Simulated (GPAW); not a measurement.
SiC (Moissanite 6H) in GPAW: convergence with response cutoff (eV)

Input of the first run (response cutoff (eV) 10); the others differ in this setting and in those tied to it:

The input run.py:

```python
import numpy as np
from ase.dft.bandgap import bandgap
from ase.io import read, write
from gpaw import GPAW, PW
from gpaw.response.df import DielectricFunction

atoms = read('POSCAR')

calc = GPAW(mode=PW(550),
            xc='LDA',
            kpts={'size': (8, 8, 2), 'gamma': True},
            occupations={'name': 'fermi-dirac', 'width': 0.001},
            nbands=46,
            convergence={'density': 1e-06},
            maxiter=150,
            txt='gpaw.txt')
atoms.calc = calc
energy = atoms.get_potential_energy()
calc.write('gs.gpw')
write('result.traj', atoms)
print(f'Energy: {energy:.6f} eV')
print('Fermi level:', round(calc.get_fermi_level(), 4), 'eV')
print(f'Gap: {bandgap(calc)[0]:.4f} eV, direct: {bandgap(calc, direct=True)[0]:.4f} eV')

for size in [(5, 5, 2)]:
    name = 'x'.join(str(n) for n in size)
    dense = calc.fixed_density(kpts={'size': size, 'gamma': True},
                               nbands=174, convergence={'bands': 168},
                               update_fermi_level=True, txt=f'dense-{name}.txt')
    dense.write(f'{name}.gpw', mode='all')
    df = DielectricFunction(f'{name}.gpw', frequencies=np.array([0.0]), hilbert=False, eta=0.001,
                            ecut=10, nbands=168, intraband=False, txt=f'df-{name}.txt')
    for xc in ['RPA']:
        for direction in ['x', 'y', 'z', [0, 1, 1], [1, 0, 1], [1, 1, 0]]:
            e0, e = df.get_macroscopic_dielectric_constant(xc=xc, direction=direction)
            print(f'{name} {xc} {direction}: {e0:.4f} without, {e:.4f} with local fields')
```

POSCAR

```
SiC
1.0
    3.0950000000      0.0000000000      0.0000000000
   -1.5475000000      2.6803486247      0.0000000000
    0.0000000000      0.0000000000     15.1700000000
Si C
6 6
Direct
    0.6666666667      0.3333333333      0.4583000000
    0.3333333333      0.6666666667      0.9583000000
    0.6666666667      0.3333333333      0.7917000000
    0.3333333333      0.6666666667      0.2917000000
    0.0000000000      0.0000000000      0.6250000000
    0.0000000000      0.0000000000      0.1250000000
    0.6666666667      0.3333333333      0.3333000000
    0.3333333333      0.6666666667      0.8333000000
    0.6666666667      0.3333333333      0.6667000000
    0.3333333333      0.6666666667      0.1667000000
    0.0000000000      0.0000000000      0.5000000000
    0.0000000000      0.0000000000      0.0000000000
```

Potentials or basis: the program's PAW data sets (release 1.2.1) made for this functional, pw.

The run is started by

```sh
$ OMP_NUM_THREADS=1 python run.py
```

Hardware: 1 thread of Arm Neoverse V1 (shared host).

```
response cutoff (eV)    dielectric constant  SCF cycles  CPU time (s)  peak memory (GiB)
                  10                  7.956          13           880               0.61
                  20                  7.956          13           870               0.61
                  30                  7.564          13           860               0.62
                  50                  7.559          13           860               0.63
                  80                  7.441          13           880               0.65
                 120  timed out after 260 s           -             -                  -
```

Not settled before the last step: the dielectric constant (to 0.05). The tightest run that finished is the yardstick and may itself not be fully converged.

Caveat, for the tightest run too: the k mesh is coarse (spacing up to 0.47 Å⁻¹), so the values aren't converged; the long-wavelength limit can be off by a per cent or two; an odd mesh through Γ misses points on the zone boundary, where band edges often lie.
